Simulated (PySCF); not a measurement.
# Basis set benchmark on one molecule

Molecule: phenylacetylene, C$_{8}$H$_{6}$.

Numbering as in the mapped SMILES `[CH:1]#[C:2][c:3]1[cH:4][cH:5][cH:6][cH:7][cH:8]1`; H(Xn) means a hydrogen on atom n.

Geometry PBE0-D3(BJ)/def2-SVP throughout; GIAO in PySCF 2.14.0 with density-fitted response routines, gas phase, one conformer, non-relativistic; equivalent atoms averaged; functional PBE0.

Reference values (estimated from measurements, as parent shift plus tabulated substituent increments; solution, not stated per compound (mostly CDCl3 or CCl4); Pretsch, Buehlmann, Badertscher, Structure Determination of Organic Compounds, 4th ed. (2009)): δ(C4/C8) = 132.1 ppm, δ(C5/C7) = 128.1 ppm, δ(C6) = 128.2 ppm, δ(H(C4)/H(C8)) = 7.50 ppm, δ(H(C5)/H(C7)) = 7.33 ppm, δ(H(C6)) = 7.33 ppm. Computed shifts are taken against TMS, calculated as an isolated molecule at each level.

Problem. How do the basis sets STO-3G, pcSseg-0, 6-31G, 6-31G*, cc-pVDZ, def2-SVP, pcSseg-1, aug-cc-pVDZ, 6-311+G(2d,p), def2-TZVP, cc-pVTZ perform against the reference? Times are CPU seconds on 1 thread of an Arm Neoverse V1, shared host.

Solution. 
```
    basis set  functions  C4/C8  C5/C7     C6  H(C4)/H(C8)  H(C5)/H(C7)  H(C6)  mean abs. error C  mean abs. error H  core-s
       STO-3G         46  114.6  110.6  110.8         7.29         7.12   7.09               17.5               0.22     3.9
     pcSseg-0         84  145.0  138.2  138.7         7.52         7.29   7.25               11.2               0.05       7
        6-31G         84  130.2  124.4  124.5         7.59         7.36   7.34                3.1               0.04     7.6
       6-31G*        124  127.9  122.1  122.4         7.43         7.25   7.24                5.3               0.08      12
      cc-pVDZ        142  133.5  127.9  128.1         7.51         7.27   7.27                0.6               0.04      15
     def2-SVP        142  132.3  126.1  126.4         7.45         7.20   7.15                1.3               0.12      13
     pcSseg-1        166  139.7  133.5  134.0         7.67         7.44   7.42                6.3               0.12      18
  aug-cc-pVDZ        238  132.6  126.7  127.2         7.83         7.57   7.58                1.0               0.27      32
6-311+G(2d,p)        252  137.8  131.7  132.0         7.83         7.52   7.54                4.4               0.24      34
    def2-TZVP        284  139.2  133.1  133.6         7.81         7.54   7.52                5.8               0.24      44
      cc-pVTZ        324  138.3  132.5  132.8         7.78         7.51   7.50                5.1               0.21      52
```

For $^{13}$C the closest is cc-pVDZ (0.6 ppm) and the furthest STO-3G (17.5 ppm).

For $^{1}$H the closest is 6-31G (0.04 ppm, with cc-pVDZ, pcSseg-0 practically level) and the furthest aug-cc-pVDZ (0.27 ppm). Where a smaller basis beats a larger one, errors probably cancel. One molecule is a small sample, and vibrational and solvent effects are absent from the calculation.

A small basis that lands close on one nucleus may do so by chance; judge by the trend and by all nuclei.
